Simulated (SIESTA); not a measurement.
Here is a SIESTA 5.4.2 calculation.

File Ge.fdf:

```
SystemName                      Germanium
SystemLabel                     Ge
NumberOfSpecies                 1
NumberOfAtoms                   2
%block ChemicalSpeciesLabel
  1  32 Ge
%endblock ChemicalSpeciesLabel

LatticeConstant                 1.0 Ang
%block LatticeVectors
     0.0000000000     2.8289100000     2.8289100000
     2.8289100000     0.0000000000     2.8289100000
     2.8289100000     2.8289100000     0.0000000000
%endblock LatticeVectors
AtomicCoordinatesFormat         Fractional
%block AtomicCoordinatesAndAtomicSpecies
     0.7500000000     0.7500000000     0.7500000000  1  Ge
     0.5000000000     0.5000000000     0.5000000000  1  Ge
%endblock AtomicCoordinatesAndAtomicSpecies

%block kgrid.MonkhorstPack
    8   0   0  0.0
    0   8   0  0.0
    0   0   8  0.0
%endblock kgrid.MonkhorstPack
XC.Functional                   GGA
XC.Authors                      PBE
PAO.BasisSize                   TZDP
PAO.EnergyShift                 0.003 Ry
Mesh.Cutoff                     800 Ry
OccupationFunction              FD
ElectronicTemperature           0.05 eV
MaxSCFIterations                120
SCF.MustConverge                false
SCF.Mixer.Method                Pulay
SCF.Mixer.Weight                0.25
SCF.Mixer.History               8
SCF.DM.Tolerance                5.0e-05
SCF.H.Tolerance                 1.0e-03 eV
WriteForces                     true
Charge.Mulliken                 end
Charge.Hirshfeld                end
Charge.Voronoi                  end
SaveRho                         true
SaveElectrostaticPotential      true
BandLinesScale                  ReciprocalLatticeVectors
%block BandLines
    1    0.000000   0.000000   0.000000  \Gamma
   12    0.500000   0.000000   0.500000  X
    6    0.500000   0.250000   0.750000  W
    4    0.375000   0.375000   0.750000  K
   13    0.000000   0.000000   0.000000  \Gamma
   11    0.500000   0.500000   0.500000  L
    8    0.625000   0.250000   0.625000  U
    4    0.500000   0.250000   0.750000  W
    9    0.500000   0.500000   0.500000  L
    8    0.375000   0.375000   0.750000  K
    1    0.625000   0.250000   0.625000  U
    4    0.500000   0.000000   0.500000  X
%endblock BandLines
%block PAO.PolarizationScheme
  Ge non-perturbative
%endblock PAO.PolarizationScheme
%block PAO.Basis
  Ge 4
  n=4 0 3
    5.972 0.000 0.000
  n=4 1 3
    8.196 0.000 0.000
  n=3 2 2
    3.189 0.000
  n=4 2 2
    8.196 0.000
%endblock PAO.Basis
```

Potentials or basis: PseudoDojo 0.4 standard (PBE files), TZDP (energy shift 0.003 Ry; two zetas on semicore shells).

Launch:

```sh
$ siesta < Ge.fdf > Ge.out 2>&1
```

Question: Estimate the band gap on the k mesh.

Answer: None (metal or under the smearing width).

Question: Predict the pressure.

Answer: 4.7 GPa.

Levels at the corners of the path, in eV from the Fermi level:
| point | band 10 | band 11 | band 12 | band 13 | band 14 | band 15 | band 16 | band 17 | band 18 | band 19 |
| --- | --- | --- | --- | --- | --- | --- | --- | --- | --- | --- |
| Γ | -24.69 | -12.82 | -0.04 | -0.04 | -0.04 | -0.03 | 2.52 | 2.52 | 2.52 | 9.67 |
| X | -24.66 | -8.99 | -8.99 | -3.17 | -3.17 | 0.77 | 0.77 | 9.52 | 9.52 | 11.79 |
| W | -24.64 | -8.89 | -8.89 | -4.00 | -4.00 | 4.32 | 4.32 | 4.81 | 4.81 | 11.16 |
| K | -24.64 | -9.45 | -8.40 | -4.43 | -2.73 | 1.19 | 4.11 | 7.24 | 7.42 | 8.34 |
| Γ | -24.69 | -12.82 | -0.04 | -0.04 | -0.04 | -0.03 | 2.52 | 2.52 | 2.52 | 9.67 |
| L | -24.67 | -10.79 | -7.70 | -1.47 | -1.47 | 0.15 | 3.82 | 3.82 | 7.42 | 10.86 |
| U | -24.64 | -9.45 | -8.40 | -4.43 | -2.73 | 1.19 | 4.11 | 7.24 | 7.42 | 8.34 |
| W | -24.64 | -8.89 | -8.89 | -4.00 | -4.00 | 4.32 | 4.32 | 4.81 | 4.81 | 11.16 |
| L | -24.67 | -10.79 | -7.70 | -1.47 | -1.47 | 0.15 | 3.82 | 3.82 | 7.42 | 10.86 |
| K | -24.64 | -9.45 | -8.40 | -4.43 | -2.73 | 1.19 | 4.11 | 7.24 | 7.42 | 8.34 |
| U | -24.64 | -9.45 | -8.40 | -4.43 | -2.73 | 1.19 | 4.11 | 7.24 | 7.42 | 8.34 |
| X | -24.66 | -8.99 | -8.99 | -3.17 | -3.17 | 0.77 | 0.77 | 9.52 | 9.52 | 11.79 |

Caveat: the basis of atomic orbitals isn't converged, which shifts pressures, moduli and gaps.

**Experimental background.**

“Electronic and optical properties of SixGe1-x-ySny alloys lattice-matched to Ge”, 2021, arxiv:2109.02782 reports, for a bulk crystal of Ge at 300 K: band gap 0.807 eV (direct).

A measured gap of Ge is 0.807 eV (direct; 300 K; “Electronic and optical properties of SixGe1-x-ySny alloys lattice-matched to Ge”, 2021, arxiv:2109.02782); the calculated 0.00 eV misses it by -0.81 eV. 3 values of this kind are on record (0.666 to 0.807 eV); this one was drawn at random among those near their median. Spin-orbit coupling on Ge is left out. The value is that of PBE in an atomic basis (PseudoDojo 0.4 standard (PBE files), TZDP (energy shift 0.003 Ry; two zetas on semicore shells)), whose error adds to the functional's, on a finite k mesh, which can miss the band edges, without temperature or zero-point motion. Semilocal functionals fall short of measured gaps as a rule.
